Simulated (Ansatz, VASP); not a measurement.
# Cross-check of MoS2 between VASP and Ansatz

One calculation is typed for both programs; each brings its own data sets. How far apart do they land? Valence electrons are named where the data sets of a main pair hold unlike numbers.

Program: Ansatz 0.2.0. Level of theory: plane waves, with VASP 6.6.1 beside it; band structure at LDA. Results are calculated unless marked as measured.

## (1) The structure

The cell holds 9 atoms: 6 S and 3 Mo. Cell: a = 3.171 Å, b = 3.171 Å, c = 30.287 Å, α = 90.0°, β = 90.0°, γ = 120.0°. It derives from MoS2. As first built, before any earlier steps moved the atoms (in the runner's words): kind sheets cut from a layered crystal; sheets 3. Vacuum lies along c.

Structure file:

```cif
data_structure
_symmetry_space_group_name_H-M 'P 1'
_symmetry_Int_Tables_number 1
_cell_length_a 3.1710
_cell_length_b 3.1710
_cell_length_c 30.2875
_cell_angle_alpha 90.000
_cell_angle_beta 90.000
_cell_angle_gamma 120.000
_cell_volume 263.75
loop_
_atom_site_label
_atom_site_type_symbol
_atom_site_fract_x
_atom_site_fract_y
_atom_site_fract_z
_atom_site_occupancy
S1 S 0.66667 0.33333 0.74601 1
S2 S 0.33333 0.66667 0.64274 1
S3 S 0.00000 0.00000 0.55170 1
S4 S 0.66667 0.33333 0.44830 1
S5 S 0.33333 0.66667 0.35726 1
S6 S 0.00000 0.00000 0.25399 1
Mo7 Mo 0.00000 0.00000 0.69439 1
Mo8 Mo 0.33333 0.66667 0.50000 1
Mo9 Mo 0.66667 0.33333 0.30561 1
```

## (2) Ansatz: band structure, LDA

Ansatz runs on its default PAW (the set named soft_2) files.

A single point gives forces, pressure and levels at one fixed geometry, so differences don't come from the geometry; what else differs is listed under the comparison.

The input, input.yaml:

```yaml
crystal:
  lattice:
    - [3.171, 0.0, 0.0]
    - [-1.5855, 2.746166555, 0.0]
    - [0.0, 0.0, 30.2874916668]
  atoms:
    - { symbol: S, position: [0.666666667, 0.333333333, 0.7460116613] }
    - { symbol: S, position: [0.333333333, 0.666666667, 0.6427384118] }
    - { symbol: S, position: [0.0, 0.0, 0.5516961773] }
    - { symbol: S, position: [0.666666667, 0.333333333, 0.4483038227] }
    - { symbol: S, position: [0.333333333, 0.666666667, 0.3572615882] }
    - { symbol: S, position: [0.0, 0.0, 0.2539883387] }
    - { symbol: Mo, position: [0.0, 0.0, 0.6943933197] }
    - { symbol: Mo, position: [0.333333333, 0.666666667, 0.5] }
    - { symbol: Mo, position: [0.666666667, 0.333333333, 0.3056066803] }
hamiltonian:
  xc: lda
  pseudopotentials: { kind: paw }
kpoints:
  mp_grid: { grid: [9, 9, 1] }
  band_path:
    path:
      - [0.0, 0.0, 0.0]
      - [0.03846, 0.0, 0.0]
      - [0.07692, 0.0, 0.0]
      - [0.15385, 0.0, 0.0]
      - [0.19231, 0.0, 0.0]
      - [0.26923, 0.0, 0.0]
      - [0.30769, 0.0, 0.0]
      - [0.34615, 0.0, 0.0]
      - [0.42308, 0.0, 0.0]
      - [0.46154, 0.0, 0.0]
      - [0.5, 0.0, 0.0]
      - [0.48718, 0.02564, 0.0]
      - [0.47436, 0.05128, 0.0]
      - [0.44872, 0.10256, 0.0]
      - [0.4359, 0.12821, 0.0]
      - [0.41026, 0.17949, 0.0]
      - [0.39744, 0.20513, 0.0]
      - [0.37179, 0.25641, 0.0]
      - [0.35897, 0.28205, 0.0]
      - [0.34615, 0.30769, 0.0]
      - [0.33333, 0.33333, 0.0]
      - [0.30769, 0.30769, 0.0]
      - [0.25641, 0.25641, 0.0]
      - [0.23077, 0.23077, 0.0]
      - [0.20513, 0.20513, 0.0]
      - [0.15385, 0.15385, 0.0]
      - [0.12821, 0.12821, 0.0]
      - [0.07692, 0.07692, 0.0]
      - [0.05128, 0.05128, 0.0]
      - [0.0, 0.0, 0.0]
    npoints: 1
scf:
  occupations: { method: gaussian, width: 0.05 }
  n_extra_bands: 10
efield:
  axis: 3
  dipole_correction: true
  ramp_width: 0.04
output:
  forces: true
  eigenvalues: true
  write_density: true
  write_potential: true
  elf: true
  volumetric_format: npy
```

On the command line:

```bash
$ ansatz run input.yaml --threads 4 --pin off --max-ram 9216MiB --backend cpu --events-out ev --progress --plain --runs-dir out
```

Numbers of over 12 decimals in the logs are rounded to 6 here.

What it wrote:

```text
scf.n_extra_bands = 10 over 39 filled bands (N_el = 78.0): the run solves 49 bands
Engine: ansatz 0.2.0, aarch64-unknown-linux-gnu
Pseudopotentials: kind: paw
Pseudopotential: S, paw, valence charge 6, recommended cutoff 420 eV (normal), S.paw.azcp
Pseudopotential: Mo, paw, valence charge 14, recommended cutoff 420 eV (normal), Mo.paw.azcp
Functional definition: SPW92
  exchange = slater_x
  correlation = pw_c
Crystal: 9 atoms, lattice volume = 263.746 Å³
Basis set: ecut = 420 eV, 5141 PW (Γ)
Bands: 49, of which v1, the nominal top of the filled ones, is band 39 counted from 1 (38 counted from 0)
Symmetry: 6 space group operations
k-points: 12 of 81 (time reversal used)
Non-local potential: S, projectors of the file, l = 0: 2, l = 1: 2, l = 2: 2
Non-local potential: Mo, projectors of the file, l = 0: 3, l = 1: 2, l = 2: 2, l = 3: 1
PAW form: soft (Blöchl's): semilocal exchange-correlation on the pseudo side does not see the compensation charge
PAW frozen core: S, regenerated for the run's functional, and the local potential with it (the file was generated under x = pbe(κ = 0.804, μ = 0.219515), c = pbe(β = 0.066725))
PAW frozen core: Mo, regenerated for the run's functional, and the local potential with it (the file was generated under x = pbe(κ = 0.804, μ = 0.219515), c = pbe(β = 0.066725))
PAW one-centre angular grid: S, 110 points (default); XC on 64 Gauss nodes
PAW one-centre angular grid: Mo, 590 points (default); XC on 64 Gauss nodes
Initial density: superposition of atomic densities (neutral atoms: chi_scale 0, normalization atom), corrected by the library's trained network
Initial wavefunctions: pseudopotential atomic-orbital guess
Functional: x = slater, c = lda
SCF iter   1: F=—  HF=-19752.045100 eV  |F-HF|=—  |Δ(HF+E_count)|=         —  Δρ=5.61e-3  dr2=1.51e-1  ethr=1.77e-3  p=0.000 e·Å  D=2.63e-14 V/Å  ΔV_dip=-0.00 eV  dr2_dipole=5.51e-6  V_vac-E_F(+/−)=5.59/5.59 eV  ⟨swp⟩=9.8  Hψ=2920  notcnv=0
efield: sawtooth ramp at fractional position 0.9800 (placed from the atoms, in the widest stretch of the axis that holds none; the zero of the levels goes with the place), width 0.0400; the density the first Hamiltonian is built on has a dipole p = 0.000 e·Å; the dipole correction subtracts the counter field D = 2.63e-14 V/Å, which shifts the + side's vacuum level by -0.00 eV against the − side's; the planar-averaged density in the ramp window peaks in size at 6.6e-5 e/Å³
preconditioner: auto → LDOS  [metal: Δε(μ)=0.030 eV  Ē_g=7.587 eV  σ=0.050 eV  W_gap=0.31  n_scr=20 (ndim 8)  ℏωp=16.8 eV  f_vac=0.404  D(μ)=4.68/eV (n_scr^D=16)  β→1.0]
SCF iter   2: F=—  HF=-19752.036526 eV  |F-HF|=—  |Δ(HF+E_count)|=   8.57e-3  Δρ=1.84e-3  dr2=2.23e-2  ethr=1.94e-4  p=0.000 e·Å  D=5.28e-6 V/Å  ΔV_dip=-0.00 eV  dr2_dipole=1.98e-6  V_vac-E_F(+/−)=5.46/5.46 eV  ⟨swp⟩=2.7  Hψ=1098  notcnv=0  defer=32
SCF iter   3: F=—  HF=-19752.034795 eV  |F-HF|=—  |Δ(HF+E_count)|=   1.73e-3  Δρ=1.10e-3  dr2=8.05e-3  ethr=2.85e-5  p=0.000 e·Å  D=1.41e-5 V/Å  ΔV_dip=-0.00 eV  dr2_dipole=1.93e-8  V_vac-E_F(+/−)=5.48/5.48 eV  ⟨swp⟩=2.0  Hψ=1043  notcnv=0  defer=32
SCF iter   4: F=—  HF=-19752.033317 eV  |F-HF|=—  |Δ(HF+E_count)|=   1.48e-3  Δρ=2.45e-4  dr2=1.02e-3  ethr=1.03e-5  p=0.000 e·Å  D=1.36e-6 V/Å  ΔV_dip=-0.00 eV  dr2_dipole=3.32e-10  V_vac-E_F(+/−)=5.48/5.48 eV  ⟨swp⟩=2.7  Hψ=1096  notcnv=0  defer=32
SCF iter   5: F=—  HF=-19752.033259 eV  |F-HF|=—  |Δ(HF+E_count)|=   5.78e-5  Δρ=1.10e-4  dr2=1.29e-4  ethr=1.30e-6  p=0.000 e·Å  D=5.34e-7 V/Å  ΔV_dip=-0.00 eV  dr2_dipole=8.36e-9  V_vac-E_F(+/−)=5.48/5.48 eV  ⟨swp⟩=2.2  Hψ=902  notcnv=0  defer=32
SCF iter   6: F=—  HF=-19752.033252 eV  |F-HF|=—  |Δ(HF+E_count)|=   7.04e-6  Δρ=2.26e-5  dr2=1.28e-6  ethr=1.65e-7  p=-0.000 e·Å  D=-3.97e-7 V/Å  ΔV_dip=0.00 eV  dr2_dipole=2.92e-9  V_vac-E_F(+/−)=5.49/5.49 eV  ⟨swp⟩=1.1  Hψ=559  notcnv=0  defer=32
SCF iter   7: F=—  HF=-19752.033247 eV  |F-HF|=—  |Δ(HF+E_count)|=   5.01e-6  Δρ=5.53e-6  dr2=5.99e-8  ethr=1.28e-10  p=-0.000 e·Å  D=-2.53e-7 V/Å  ΔV_dip=0.00 eV  dr2_dipole=1.22e-10  V_vac-E_F(+/−)=5.49/5.49 eV  ⟨swp⟩=15.8  Hψ=5625  notcnv=0
SCF iter   8: F=-19752.033247 eV  HF=-19752.033247 eV  |F-HF|=1.70e-9  |Δ(HF+E_count)|=   1.96e-8  Δρ=1.04e-6  dr2=3.77e-9  ethr=7.68e-11  p=0.000 e·Å  D=1.79e-8 V/Å  ΔV_dip=-0.00 eV  dr2_dipole=1.49e-11  V_vac-E_F(+/−)=5.49/5.49 eV  ⟨swp⟩=8.0  Hψ=4242  notcnv=0
SCF 1 converged in 8 iterations: F = -19752.033247 eV  dr2 = 3.77e-9
  greatest PAW one-centre occupation: 0.999 electrons in one spin orbital (limit 2), on the Mo atom at site 8 (counted from 0), in its partial waves of l = 0
NSCF: frozen V_eff on 30 k-points
efield: sawtooth ramp at fractional position 0.9800 (kept from the solve that this one continues, or follows in the run), width 0.0400; the density the first Hamiltonian is built on has a dipole p = 0.000 e·Å; the dipole correction subtracts the counter field D = 1.79e-8 V/Å, which shifts the + side's vacuum level by -0.00 eV against the − side's; the planar-averaged density in the ramp window peaks in size at 6.8e-7 e/Å³
WARN: The output density's exchange-correlation potential varies sharply where the density is thin. Do not read a vacuum level from v_tot or v_xc, or from such a field of the output density. On a cell that repeats whose density bears no net charge and no dipole along the vacuum's axis use v_es (v_loc + v_h of the components); under efield.dipole_correction with no amplitude use v_es + v_field, which holds any externa [...]
SCF converged after 8 iterations
Free energy (F): -19752.033247 eV
Harris-Foulkes:  -19752.033247 eV  (|F-HF|=1.70e-9)
Internal energy: -19752.026989 eV  (E = F + TS)
E sigma→0 (E₀):  -19752.030118 eV
Entropy (-TS):   -0.006259 eV (-0.695 meV/atom)
Fermi energy:    4.400211 eV
Dipole field:    D = 0.000005 V/Å  (p = 0.000007 e·Å, saw-weighted, corrected)
Work function:   Φ+ = 5.4878 eV   Φ− = 5.4879 eV
Levels:          The Fermi level and band energies are counted from a zero that moves with the ramp; work functions are not
--- Per-component energies (eV) ---
  E_band       = -977.003605
  E_kinetic    = 1970.920542
  E_local      = -65498.807523  (includes V_loc(G=0)·N_el)
  E_nonlocal   = 619.585047
  E_hartree    = 31810.159617
  E_xc         = -1126.675528
  E_vxc        = -1214.809043  (∫ρ·V_xc dr)
  E_paw        = -12680.318025  (= ΣΔE_a)
  E_vpaw       = -474.221858  (= ΣTr[D̂ρ^β])
  E_aug_tail   = 0.000091  (compensation charges beyond the density's cutoff)
  E_efield     = 0.000000  (sawtooth field / dipole correction)
  E_vefield    = 0.000000  (∫n·V_field dr)
  E_ewald      = 25150.771157
  E_core_change = 2.337634  (= ΣΔE_core)
  E_smearing   = -0.006259  (= −TS)
  E_closure    = 0.000000  (closes the sum)
  Σ components = -19752.033247   (vs F -19752.033247, Δ=0.00e0)
--- Forces (eV/Å), atoms counted from 1 ---
  atom   1  S      0.00000000    -0.00000000    -0.10636434
  atom   2  S      0.00000000    -0.00000000     0.07698110
  atom   3  S     -0.00000000     0.00000000    -0.09444941
  atom   4  S     -0.00000000     0.00000000     0.09444836
  atom   5  S      0.00000000    -0.00000000    -0.07697995
  atom   6  S      0.00000000     0.00000000     0.10636591
  atom   7  Mo     0.00000000    -0.00000000     0.00671272
  atom   8  Mo     0.00000000     0.00000000     0.00000044
  atom   9  Mo     0.00000000     0.00000000    -0.00671155
  max |Σ_I F_I| component: 3.27e-6 eV/Å
--- Band table (eV; the first three rows and the last of 12) ---
  k-point 0: bands = [... 35 lower, 3.5901, 3.5901, 4.0582, 4.2453, 4.2453, 4.3326, 4.3326, 4.3933, ... 6 higher]
  k-point 1: bands = [... 35 lower, 3.0457, 3.3869, 3.7854, 3.8698, 4.6053, 4.7940, 4.8210, 4.8757, ... 6 higher]
  k-point 2: bands = [... 35 lower, 2.6503, 3.0854, 3.2512, 3.4000, 4.8490, 5.1258, 5.2082, 5.3063, ... 6 higher]
  k-point 11: bands = [... 35 lower, 1.2576, 4.7676, 4.7676, 5.0317, 5.0615, 5.2379, 5.2379, 5.3333, ... 6 higher]
```

The job ended after 11 s (4 threads of Arm Neoverse V1, shared host; peak memory 0.74 GiB; 40 s of CPU time).

[end of part 1 of 2]

[Lines on the potential files, build, host, timing and source positions are cut from VASP's logs without a mark.]

[Logs are printed without paths, hosts, clocks, repeated set-up lines and the standing remarks that a program may print on its own settings, such as how far it seeks lower states.]

[Hosts, paths, dates, database ids (printed as entryN), source tags and the programs' standing remarks are cut or masked in the printed files.]
